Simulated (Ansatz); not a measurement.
This cell of ZrO$_{2}$ (baddeleyite type, space group P2_1/c) is off equilibrium:

```xyz
12
Lattice="5.1893 0.0000 0.0000 0.0000 5.2418 0.0000 -0.9034 0.0000 5.3026" Properties=species:S:1:pos:R:3 pbc="T T T"
Zr     1.3140     0.2252     1.1395
Zr     3.5698     2.8553     1.5620
Zr     3.1181     5.0074     4.2133
Zr     0.8623     2.3957     3.7908
O     -0.1668     1.6073     1.6756
O      4.5302     4.4326     0.6128
O      4.0784     3.4301     3.2641
O     -0.6185     1.0136     4.3269
O      1.6818     4.1152     2.5587
O      2.5965     1.1972     0.1695
O      2.1447     1.4237     2.8208
O      1.2300     3.7475     5.2100
```

Method: PBE (plane waves to 420 eV, PAW, scalar-relativistic; Ansatz, an electronic-structure program). k mesh 5×5×5 (Γ-centred), Fermi-Dirac smearing 0.05 eV. Stress and pressure are positive under compression. The PAW data are Ansatz's earlier set. ZrO2 is run without spin polarisation. ZrO2 was relaxed with its symmetry unable to fall.

### Question
Predict the force on every atom, in eV/Å.

### Answer
```csv
atom,Fx,Fy,Fz
Zr1,-3.854,-1.059,0.259
Zr2,-2.153,-0.931,-2.476
Zr3,-2.153,0.931,-2.476
Zr4,-3.854,1.059,0.259
O5,1.097,-0.098,0.255
O6,1.321,-1.388,2.819
O7,1.321,1.388,2.819
O8,1.097,0.098,0.255
O9,0.830,-0.864,0.674
O10,2.758,1.634,-1.532
O11,2.758,-1.634,-1.532
O12,0.830,0.864,0.674
```

### Question
Give the stress tensor in GPa and the pressure.

### Answer
```
   10.6      0.0     -0.6
    0.0     10.5      0.0
   -0.6      0.0     16.3
```
The pressure, a third of the trace, is 12.5 GPa.

(For displaced atoms, the force is minus the slope of the energy, and its curvature is a force constant, which sets phonon frequencies.)
